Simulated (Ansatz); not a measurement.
# Metal on semiconductor: Si/AlP/CoSi2, part 2 of 2

Is Si/AlP/CoSi2 a contact for electrons or for holes? The semiconductor is Si diamond(111), undoped, with its far face capped by hydrogen, and the metal is CoSi2 fluorite(111), with AlP zinc blende(111) between them (whole bilayers). After relaxation the nearest pair at the metal is Si–Al at 2.50 Å, along the normal. The common net has a side of 3.868 Å, which strains the semiconductor by +0.0 %, the layer between by -0.7 % and the metal by +2.1 %, against typed lattice constants near PBE's. The first steps treat the bulk crystals alone.

Ansatz 0.2.0; PBE DFT, plane waves, PAW files (the session's first sound run).

So far. Step 4 (Relaxation): The largest force component on a free atom ends at 0.011 eV/Å. At one or more of this run's solves the program warned of density in the dipole ramp over its bound, where dipole, forces and levels can be off. Step 5 (The contact's transmission, atomic planes in the …): The semiconductor's channels close between -0.45 and +0.20 eV. In the worse lead the potential repeats within 29 meV, which the program flags as too much for a lead, so the lead is short or a field runs through it.

### 6. T(E) from the semiconductor into the metal, atomic planes in the barrier 6, gap between the electrodes 11.98 Å

System of this step: Si/AlP/CoSi2. The cell holds 54 atoms: 38 Si, 3 P, 3 Al, 9 Co and 1 H. Its edges and angles: a = 3.868 Å, b = 3.868 Å, c = 96.321 Å, α = 90.0°, β = 90.0°, γ = 120.0°. Regions: left electrode, 20 atoms (20 Si); barrier, 6 atoms (3 P and 3 Al); right electrode, 27 atoms (18 Si and 9 Co). Vacuum lies along c.

A thicker layer between them.

Input file input.yaml:

```yaml
crystal:
  lattice:
    - [3.868, 0.0, 0.0]
    - [-1.934, 3.3497862618, 0.0]
    - [0.0, 0.0, 96.3212526758]
  atoms:
    - { symbol: Si, position: [0.66666667, 0.33333333, 0.1609198341] }
    - { symbol: Si, position: [0.0, 0.0, 0.169116452] }
    - { symbol: Si, position: [0.0, 0.0, 0.1937063056] }
    - { symbol: Si, position: [0.33333333, 0.66666667, 0.2019029235] }
    - { symbol: Si, position: [0.33333333, 0.66666667, 0.2264927772] }
    - { symbol: Si, position: [0.66666667, 0.33333333, 0.2346893951] }
    - { symbol: Si, position: [0.66666667, 0.33333333, 0.2592792487] }
    - { symbol: Si, position: [0.0, 0.0, 0.2674758666] }
[... 42 atom lines left out ...]
    - { symbol: Si, position: [0.66666667, 0.33333333, 0.8394176595] }
    - { symbol: Co, position: [0.0, 0.0, 0.8470353563] }
    - { symbol: Si, position: [0.33333333, 0.66666667, 0.8546530531] }
    - { symbol: H, position: [0.66666667, 0.33333333, 0.1453469469] }
kpoints:
  mp_grid: { grid: [8, 8, 1] }
scf:
  occupations: { method: fermi_dirac, width: 0.1 }
  max_iter: 150
hamiltonian:
  xc: pbe
efield:
  axis: 3
  dipole_correction: true
output:
  transmission:
    kmesh: [12, 12]
    e_range: [-2.5, 2.5]
    de: 0.05
    leads: [[8, 10], [39, 42]]
  dos: { projected: true, e_range: [-6, 5], de: 0.05 }
  write_potential: true
  write_density: true
  volumetric_format: npy
```

Run with:

```bash
$ ansatz run input.yaml --threads 8 --pin off --max-ram 24576MiB --backend cpu --events-out ev --progress --plain --runs-dir out
```

It took 3.7 min on 8 threads of Arm Neoverse V2, shared host; peak memory 9.8 GiB.

This step gave:

```
free energy                      : -74205.5787 eV
Fermi energy                     : 4.998 eV
potential step in the lower lead : 29.9 meV
work function, upper face        : 4.956 eV
work function, lower face        : 4.246 eV
dipole moment                    : -0.05088 e·Å
dipole field                     : -0.007376 V/Å
```

One spin. Table of transmission, zone mean by energy, zero at the Fermi level:

| energy (eV) | transmission, zone mean |
| --- | --- |
| -2.400 | 0.465 |
| -2.200 | 0.216 |
| -2.000 | 0.0915 |
| -1.850 | 0.158 |
| -1.800 | 0.0840 |
| -1.600 | 0.0524 |
| -1.400 | 0.00914 |
| -1.200 | 0.00283 |
| -1.000 | 0.00107 |
| -0.800 | 5.1e-4 |
| -0.600 | 2.1e-4 |
| -0.400 | 0 |
| -0.200 | 0 |
| 0.000 | 0 |
| 0.200 | 0 |
| 0.400 | 1.8e-4 |
| 0.600 | 8.1e-4 |
| 0.800 | 0.00121 |
| 1.000 | 0.00205 |
| 1.200 | 0.00491 |
| 1.400 | 0.0385 |
| 1.600 | 0.156 |
| 1.800 | 0.257 |
| 2.000 | 0.342 |
| 2.200 | 0.532 |
| 2.400 | 0.622 |

One spin. Table of open channels, zone mean by energy, zero at the Fermi level:

| energy (eV) | lower lead | upper lead |
| --- | --- | --- |
| -2.400 | 1.63 | 1.15 |
| -2.200 | 1.59 | 1.44 |
| -2.000 | 1.55 | 1.55 |
| -1.800 | 1.34 | 2.10 |
| -1.600 | 1.02 | 1.79 |
| -1.400 | 0.771 | 1.24 |
| -1.200 | 0.646 | 1.72 |
| -1.000 | 0.354 | 1.63 |
| -0.800 | 0.271 | 1.67 |
| -0.600 | 0.146 | 1.94 |
| -0.400 | 0 | 1.79 |
| -0.200 | 0 | 1.60 |
| 0.000 | 0 | 1.27 |
| 0.200 | 0.0417 | 1.23 |
| 0.400 | 0.208 | 0.979 |
| 0.600 | 0.333 | 0.986 |
| 0.800 | 0.583 | 0.681 |
| 1.000 | 0.833 | 0.597 |
| 1.200 | 1.03 | 0.639 |
| 1.400 | 1.36 | 0.569 |
| 1.600 | 1.99 | 0.965 |
| 1.800 | 2.11 | 0.965 |
| 2.000 | 2.28 | 1.22 |
| 2.200 | 1.99 | 1.64 |
| 2.400 | 1.78 | 1.83 |

Projected DOS an atom over height of the atomic layer and energy from the Fermi level. Layers: H Si Si Si Si Si Si Si Si Si Si Si Si Si Si Si Si Si Si Si Si P Al P Al P Al Si Co Si Si Co Si Si Co Si Si Co Si Si Co Si Si Co Si Si Co Si Si Co Si Si Co Si; projections on atoms miss part of the total, and the computed bands can run out at the top of the range; a column is the mean of 4 neighbouring layers, the last of those left over.

Ten even steps from '_' (0.00 states/eV) to '@' (2.53 states/eV), each cell a mean:
```
::::--::::::::..........____
..::::::::::..____..__......
..::::......::....::........
::::::::::::....::::::::....
....::::::::______________::
__..........______________..
______________..__________..
______________..__........::
______________::....::....--
______________==--::==--::==
______________==::::++::::##
........______@@====%%==++@@
..::::::::....##====##====**
::::::::::::::--::::--::::==
::::::::::::::::::::::::::--
::::::::::::::::::::::::::::
..::::::::--::------==----::
....::::::::..--::::::::::..
..........::..............__
________..::..............__
____________..__....____..__
__________..::......__....__
```
Columns: height of the atomic layer (Å) from 16.1 to 82.0 (not evenly spaced); rows upwards: energy from the Fermi level (eV) from -6 to 3.4.

The semiconductor's channels close between -0.45 and +0.20 eV. In the worse lead the potential repeats within 30 meV, which the program flags as too much for a lead, so the lead is short or a field runs through it.

### 7. The contact's transmission, atomic planes in the barrier 8, gap between the electrodes 15.17 Å

System of this step: Si/AlP/CoSi2. The cell holds 56 atoms: 38 Si, 4 P, 4 Al, 9 Co and 1 H. Its edges and angles: a = 3.868 Å, b = 3.868 Å, c = 99.510 Å, α = 90.0°, β = 90.0°, γ = 120.0°. Regions: left electrode, 20 atoms (20 Si); barrier, 8 atoms (4 P and 4 Al); right electrode, 27 atoms (18 Si and 9 Co). Vacuum lies along c.

Input file input.yaml:

```yaml
crystal:
  lattice:
    - [3.868, 0.0, 0.0]
    - [-1.934, 3.3497862618, 0.0]
    - [0.0, 0.0, 99.5099181327]
  atoms:
    - { symbol: Si, position: [0.66666667, 0.33333333, 0.155763368] }
    - { symbol: Si, position: [0.0, 0.0, 0.163697336] }
    - { symbol: Si, position: [0.0, 0.0, 0.1874992399] }
    - { symbol: Si, position: [0.33333333, 0.66666667, 0.1954332078] }
    - { symbol: Si, position: [0.33333333, 0.66666667, 0.2192351117] }
    - { symbol: Si, position: [0.66666667, 0.33333333, 0.2271690797] }
    - { symbol: Si, position: [0.66666667, 0.33333333, 0.2509709836] }
    - { symbol: Si, position: [0.0, 0.0, 0.2589049516] }
[... 44 atom lines left out ...]
    - { symbol: Si, position: [0.0, 0.0, 0.844563311] }
    - { symbol: Co, position: [0.33333333, 0.66666667, 0.8519369087] }
    - { symbol: Si, position: [0.66666667, 0.33333333, 0.8593105063] }
    - { symbol: H, position: [0.66666667, 0.33333333, 0.1406894937] }
kpoints:
  mp_grid: { grid: [8, 8, 1] }
scf:
  occupations: { method: fermi_dirac, width: 0.1 }
  max_iter: 150
hamiltonian:
  xc: pbe
efield:
  axis: 3
  dipole_correction: true
output:
  transmission:
    kmesh: [12, 12]
    e_range: [-2.5, 2.5]
    de: 0.05
    leads: [[8, 10], [41, 44]]
  dos: { projected: true, e_range: [-6, 5], de: 0.05 }
  write_potential: true
  write_density: true
  volumetric_format: npy
```

Wall time 4.2 min (8 threads); peak memory 10 GiB.

The semiconductor's channels close between -0.45 and +0.20 eV. In the worse lead the potential repeats within 30 meV, which the program flags as too much for a lead, so the lead is short or a field runs through it.

### 8. Side by side

Times are for 8 threads of Arm Neoverse V2, shared host. The runs compared:

| no. | gap between the electrodes (Å) | potential step in the lower lead (meV) | time | memory (GiB) |
| --- | --- | --- | --- | --- |
| 1 | 8.79 | 28.8 | 3.3 min | 9.3 |
| 2 | 11.98 | 29.9 | 3.7 min | 9.8 |
| 3 | 15.17 | 30.1 | 4.2 min | 10 |

The runs together. Table of transmission, zone mean by energy, zero at the Fermi level:

| energy (eV) | 8.79 | 11.98 | 15.17 |
| --- | --- | --- | --- |
| -2.400 | 0.496 | 0.465 | 0.312 |
| -2.200 | 0.167 | 0.216 | 0.321 |
| -2.000 | 0.105 | 0.0915 | 0.161 |
| -1.800 | 0.0916 | 0.0840 | 0.134 |
| -1.600 | 0.0463 | 0.0524 | 0.0212 |
| -1.400 | 0.0197 | 0.00914 | 0.00479 |
| -1.200 | 0.00826 | 0.00283 | 0.00108 |
| -1.000 | 0.00334 | 0.00107 | 3.8e-4 |
| -0.800 | 0.00179 | 5.1e-4 | 1.7e-4 |
| -0.600 | 7.4e-4 | 2.1e-4 | 6.5e-5 |
| -0.400 | 0 | 0 | 0 |
| -0.200 | 0 | 0 | 0 |
| 0.000 | 0 | 0 | 0 |
| 0.200 | 0 | 0 | 0 |
| 0.400 | 0.00233 | 1.8e-4 | 8.9e-5 |
| 0.600 | 0.00633 | 8.1e-4 | 5.0e-4 |
| 0.800 | 0.00719 | 0.00121 | 1.3e-4 |
| 1.000 | 0.0123 | 0.00205 | 3.6e-4 |
| 1.200 | 0.0165 | 0.00491 | 7.5e-4 |
| 1.400 | 0.0444 | 0.0385 | 0.0176 |
| 1.600 | 0.202 | 0.156 | 0.162 |
| 1.800 | 0.322 | 0.257 | 0.217 |
| 2.000 | 0.426 | 0.342 | 0.296 |
| 2.200 | 0.545 | 0.532 | 0.402 |
| 2.400 | 0.700 | 0.622 | 0.631 |

### 9. The first cell with another functional, cutoff 500 eV

This step: r2SCAN DFT, plane waves, PAW files; ballistic transmission by layer matching between semi-infinite leads (Ansatz 0.2.0).

System of this step: Si/AlP/CoSi2. The cell holds 52 atoms: 38 Si, 2 P, 2 Al, 9 Co and 1 H. Cell: a = 3.868 Å, b = 3.868 Å, c = 93.133 Å, α = 90.0°, β = 90.0°, γ = 120.0°. Regions: left electrode, 20 atoms (20 Si); barrier, 4 atoms (2 P and 2 Al); right electrode, 27 atoms (18 Si and 9 Co). Vacuum lies along c.

r2SCAN opens the gap somewhat, so the first cell is run again with it to see how the barriers share the change.

Input file input.yaml:

```yaml
crystal:
  lattice:
    - [3.868, 0.0, 0.0]
    - [-1.934, 3.3497862618, 0.0]
    - [0.0, 0.0, 93.1325872189]
  atoms:
    - { symbol: Si, position: [0.66666667, 0.33333333, 0.1664293934] }
    - { symbol: Si, position: [0.0, 0.0, 0.1749066464] }
    - { symbol: Si, position: [0.0, 0.0, 0.2003384054] }
    - { symbol: Si, position: [0.33333333, 0.66666667, 0.2088156583] }
    - { symbol: Si, position: [0.33333333, 0.66666667, 0.2342474173] }
    - { symbol: Si, position: [0.66666667, 0.33333333, 0.2427246703] }
    - { symbol: Si, position: [0.66666667, 0.33333333, 0.2681564292] }
    - { symbol: Si, position: [0.0, 0.0, 0.2766336822] }
[... 40 atom lines left out ...]
    - { symbol: Si, position: [0.33333333, 0.66666667, 0.8339196552] }
    - { symbol: Co, position: [0.66666667, 0.33333333, 0.8417981661] }
    - { symbol: Si, position: [0.0, 0.0, 0.8496766769] }
    - { symbol: H, position: [0.66666667, 0.33333333, 0.1503233231] }
kpoints:
  mp_grid: { grid: [8, 8, 1] }
scf:
  occupations: { method: fermi_dirac, width: 0.1 }
  max_iter: 150
hamiltonian:
  xc: r2scan
efield:
  axis: 3
  dipole_correction: true
output:
  transmission:
    kmesh: [12, 12]
    e_range: [-2.5, 2.5]
    de: 0.05
    leads: [[8, 10], [37, 40]]
  dos: { projected: true, e_range: [-6, 5], de: 0.05 }
  write_potential: true
  write_density: true
  volumetric_format: npy
```

It took 5.9 min on 8 threads; peak memory 13 GiB; 44 min of CPU time.

This step gave:

```
free energy                      : -73094.3448 eV
Fermi energy                     : 4.950 eV
potential step in the lower lead : 30.5 meV
potential step in the upper lead : 11 meV
work function, upper face        : 5.111 eV
work function, lower face        : 4.201 eV
dipole moment                    : -0.06520 e·Å
dipole field                     : -0.009777 V/Å
```

One spin. The transmission, zone mean by energy, zero at the Fermi level:

energy (eV), transmission, zone mean and a bar:
```
   -2.400      0.191 ############
   -2.200      0.090 #####
   -2.000      0.061 ####
   -1.800      0.030 ##
   -1.600      0.023 #
   -1.400      0.005 
   -1.200      0.002 
   -1.000      0.001 
   -0.800      0.001 
   -0.600      0.000 
   -0.400      0.000 
   -0.200      0.000 
    0.000      0.000 
    0.200      0.000 
    0.400      0.002 
    0.600      0.006 
    0.800      0.008 
    1.000      0.010 #
    1.200      0.010 #
    1.400      0.028 ##
    1.600      0.037 ##
    1.800      0.167 ##########
    2.000      0.272 ################
    2.200      0.374 #######################
    2.400      0.498 ##############################
```

One spin. Table of open channels, zone mean by energy, zero at the Fermi level:

| energy (eV) | lower lead | upper lead |
| --- | --- | --- |
| -2.400 | 1.59 | 1.19 |
| -2.200 | 1.47 | 1.48 |
| -2.000 | 1.34 | 1.53 |
| -1.800 | 0.938 | 1.83 |
| -1.600 | 0.688 | 1.98 |
| -1.400 | 0.562 | 1.19 |
| -1.200 | 0.312 | 1.59 |
| -1.000 | 0.312 | 1.47 |
| -0.800 | 0.146 | 1.88 |
| -0.600 | 0 | 1.88 |
| -0.400 | 0 | 1.83 |
| -0.200 | 0 | 1.52 |
| 0.000 | 0 | 1.27 |
| 0.200 | 0.0417 | 1.23 |
| 0.400 | 0.208 | 0.979 |
| 0.600 | 0.333 | 0.979 |
| 0.800 | 0.583 | 0.854 |
| 1.000 | 0.75 | 0.611 |
| 1.200 | 0.944 | 0.597 |
| 1.400 | 1.32 | 0.472 |
| 1.600 | 1.49 | 0.431 |
| 1.800 | 1.99 | 0.757 |
| 2.000 | 2.15 | 0.882 |
| 2.200 | 2.34 | 1.09 |
| 2.400 | 1.95 | 1.47 |

Projected DOS an atom over height of the atomic layer and energy from the Fermi level. Layers: H Si Si Si Si Si Si Si Si Si Si Si Si Si Si Si Si Si Si Si Si P Al P Al Si Co Si Si Co Si Si Co Si Si Co Si Si Co Si Si Co Si Si Co Si Si Co Si Si Co Si; projections on atoms miss part of the total, and the computed bands can run out at the top of the range; a column is the mean of 4 neighbouring layers, the last of those left over.

Ten even steps from '_' (0.00 states/eV) to '@' (2.39 states/eV), each cell a mean:
```
__________________________
..........................
..::........::..::::::....
::::::::::::....______....
..::::::::................
::::::::::::..::::::::::..
..::::::::..____________..
__..........____________..
________..________________
____________......__......
____________....::....::::
____________--::==----==--
____________----++----**++
..........__++++@@++++@@==
..::::::::..--::==::::==--
::::::::::::::::::::::::::
::----::::--::::::::::::::
::::::::::--::--==--------
..::::::::::::----::::--::
::....::..::..............
________..::..............
__________......__......__
```
Columns: height of the atomic layer (Å) from 16.1 to 77.8 (not evenly spaced); rows upwards: energy from the Fermi level (eV) from -6 to 5.

The semiconductor's channels close between -0.65 and +0.20 eV. In the worse lead the potential repeats within 30 meV, which the program flags as too much for a lead, so the lead is short or a field runs through it.

### 10. Outcome

```json
{
 "valence edge of the semiconductor lead against the Fermi level, 4 planes": "-0.45 eV",
 "conduction edge of the semiconductor lead against the Fermi level, 4 planes": "+0.20 eV",
 "valence edge of the semiconductor lead against the Fermi level, 6 planes": "-0.45 eV",
 "conduction edge of the semiconductor lead against the Fermi level, 6 planes": "+0.20 eV",
 "valence edge of the semiconductor lead against the Fermi level, 8 planes": "-0.45 eV",
 "conduction edge of the semiconductor lead against the Fermi level, 8 planes": "+0.20 eV",
 "valence edge of the semiconductor lead against the Fermi level, r2SCAN": "-0.65 eV",
 "conduction edge of the semiconductor lead against the Fermi level, r2SCAN": "+0.20 eV"
}
```

**Reading.** The metal's Fermi level lies in the gap of the semiconductor, 0.20 eV under the first conduction channel and 0.45 eV over the last valence one, as read in the lead, away from the contact; bands can bend on the way there. The edges are read from the typed mesh and energy grid, to 0.05 eV at best; the semiconductor's potential still steps by 29 meV a period, so they depend on where the lead is cut. Adding 4 atomic planes to the layer under the metal moves the conduction edge by +0.00 eV, about one grid step or less. r2SCAN moves the edges to -0.65 and +0.20 eV, 0.85 eV apart on the grid against 0.65 eV. The semiconductor is undoped and only a few nanometres thick, with its far face capped by hydrogen. A semilocal functional narrows gaps, and the two barriers add up to the gap, so their sum is too small. No spin-orbit coupling, phonons, disorder or image charges enter; the interfaces are ordered, one cell wide and lattice-matched by strain. Semilocal gaps are too small, which can bring a band edge of the barrier nearer to the Fermi level than it is.

[Logs are printed without paths, hosts, clocks, repeated set-up lines and the standing remarks that a program may print on its own settings, such as how far it seeks lower states.]

[Hosts, paths, dates, database ids (printed as entryN), source tags and the programs' standing remarks are cut or masked in the printed files.]
